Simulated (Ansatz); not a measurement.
**HgTe: how the settings move a single-point run**

Aim: see which settings change the result for HgTe, by how much, and at what cost. The cell is built on a prototype (CsCl type) and needn't be the phase found in nature.

Method: reference: DFT, r2SCAN, plane waves, PAW, in Ansatz 0.2.0.

5 further runs of the same task are left out: 5 that didn't finish.

### Step 1. The starting structure

The structure is cubic, space group Pm-3m (No. 221). Conventional cell: a = 3.790 Å, b = 3.790 Å, c = 3.790 Å, α = 90.00°, β = 90.00°, γ = 90.00°. Hg (site symmetry m-3m) has 8 Te at 3.28 Å as nearest neighbours. Te (site symmetry m-3m) is surrounded by 8 Hg at 3.28 Å.

Coordinates:

```cif
data_structure
_symmetry_space_group_name_H-M 'P 1'
_symmetry_Int_Tables_number 1
_cell_length_a 3.7903
_cell_length_b 3.7903
_cell_length_c 3.7903
_cell_angle_alpha 90.000
_cell_angle_beta 90.000
_cell_angle_gamma 90.000
_cell_volume 54.45
loop_
_atom_site_label
_atom_site_type_symbol
_atom_site_fract_x
_atom_site_fract_y
_atom_site_fract_z
_atom_site_occupancy
Hg1 Hg 0.00000 0.00000 0.00000 1
Te1 Te 0.50000 0.50000 0.50000 1
```

### Step 2. The reference run

Contents of input.yaml:

```yaml
crystal:
  lattice:
    - [3.7903382949, 0.0, 0.0]
    - [0.0, 3.7903382949, 0.0]
    - [0.0, 0.0, 3.7903382949]
  atoms:
    - { symbol: Hg, position: [0.0, 0.0, 0.0] }
    - { symbol: Te, position: [0.5, 0.5, 0.5] }
kpoints:
  mp_grid: { grid: [4, 4, 4] }
hamiltonian:
  xc: r2scan
scf:
  occupations: { method: fermi_dirac, width: 0.02 }
  n_extra_bands: 4
output:
  forces: true
  stress: true
  eigenvalues: true
```

Command:

```console
$ ansatz run input.yaml --threads 4 --pin off --max-ram 3686MiB --backend cpu --events-out ev --progress --plain --runs-dir out
```

### Step 3. Changing settings: mixing.ndim 30

input.yaml: that of step 2 with these lines changed.

```diff
@@ -15,2 +15,4 @@
   n_extra_bands: 4
+  mixing: { ndim: 30 }
+  max_iter: 88
 output:
```

### Step 4. Changed: occupations.method cold, occupations.width 0.001

input.yaml: that of step 2 with these lines changed.

```diff
@@ -13,3 +13,3 @@
 scf:
-  occupations: { method: fermi_dirac, width: 0.02 }
+  occupations: { method: cold, width: 0.001 }
   n_extra_bands: 4
```

### Step 5. Variant: xc lda

input.yaml: that of step 2 with these lines changed.

```diff
@@ -11,3 +11,3 @@
 hamiltonian:
-  xc: r2scan
+  xc: lda
 scf:
```

### Step 6. Changed: xc mr2scan

input.yaml: that of step 2 with these lines changed.

```diff
@@ -11,3 +11,3 @@
 hamiltonian:
-  xc: r2scan
+  xc: mr2scan
 scf:
```

### Step 7. Changed: exchange pbe, correlation pbe, coeff 0.5, omega 0.5

input.yaml: that of step 2 with these lines changed.

```diff
@@ -11,3 +11,3 @@
 hamiltonian:
-  xc: r2scan
+  xc: { exchange: pbe, correlation: pbe, exx: { coeff: 0.5, omega: 0.5 } }
 scf:
```

### Step 8. Changed: xc cam_b3lyp

input.yaml: that of step 2 with these lines changed.

```diff
@@ -11,3 +11,3 @@
 hamiltonian:
-  xc: r2scan
+  xc: cam_b3lyp
 scf:
```

What does the calculation give? Wanted: for each run, ending; energy change; pressure; gap; force.

As calculated:

| run | ending | energy change | pressure (GPa) | gap (eV) | force (eV/Å) | cycles | time |
| --- | --- | --- | --- | --- | --- | --- | --- |
| reference | converged | 0 | 0.1 | 0.00 | 0.00 | 7 | 2.1 s |
| 1: mixing.ndim 30 | converged | 0.0 meV/atom | 0.1 | 0.00 | 0.00 | 8 | 2.4 s |
| 2: occupations.method cold, occupations.width 0.001 | converged | +0.6 meV/atom (σ→0) | 0.1 | 0.00 | 0.00 | 6 | 2.1 s |
| 3: xc lda | converged | not comparable | -4.5 | 0.00 | 0.00 | 6 | 1.1 s |
| 4: xc mr2scan | converged | not comparable | 0.1 | 0.00 | 0.00 | 7 | 2.3 s |
| 5: exchange pbe, correlation pbe, coeff 0.5, omega 0.5 | converged | not comparable | -0.7 | 0.00 | 0.00 | 31 | 23 s |
| 6: xc cam_b3lyp | converged | not comparable | 0.7 | 0.00 | 0.00 | 28 | 28 s |

Residual by cycle in the longest SCF loop of each run; runs are numbered as in the table. The quantity is the density residual dr2, in eV.

| cycle | reference | run 1 | run 2 | run 3 | run 4 | run 5 | run 6 |
| --- | --- | --- | --- | --- | --- | --- | --- |
| 1 | 0.0452 | 0.0452 | 0.0453 | 0.0149 | 0.0452 | 0.0823 | 1.4e-5 |
| 2 | 0.00756 | 0.00933 | 0.0078 | 0.0044 | 0.00756 | 0.0563 | 1.2e-5 |
| 3 | 4.1e-4 | 8.9e-4 | 4.1e-4 | 2.1e-4 | 4.1e-4 | 0.00899 | 1.2e-5 |
| 4 | 2.9e-5 | 1.4e-4 | 2.2e-5 | 5.4e-6 | 2.9e-5 | 0.0202 | 6.2e-7 |
| 5 | 1.2e-6 | 2.7e-5 | 6.2e-7 | 1.8e-7 | 1.2e-6 | 0.00262 | 2.9e-7 |
| 6 | 1.0e-7 | 6.7e-7 | 2.9e-8 | 2.3e-8 | 1.0e-7 | 7.6e-4 | 2.8e-7 |
| 7 | 6.3e-9 | 4.6e-7 | - | - | 6.3e-9 | 0.00175 | 3.4e-8 |
| 8 | - | 3.2e-8 | - | - | - | 0.00253 | 1.6e-8 |
| 9 | - | - | - | - | - | 2.8e-4 | 2.4e-9 |
| 10 | - | - | - | - | - | 2.1e-4 | - |
| 11 | - | - | - | - | - | 2.9e-5 | - |

**Reading.** Semilocal functionals close small gaps, so the missing gap need not be the real solid's. Of the variants the dearest is «xc cam_b3lyp» (28 s), the cheapest «xc lda» (1.1 s), on a shared host.
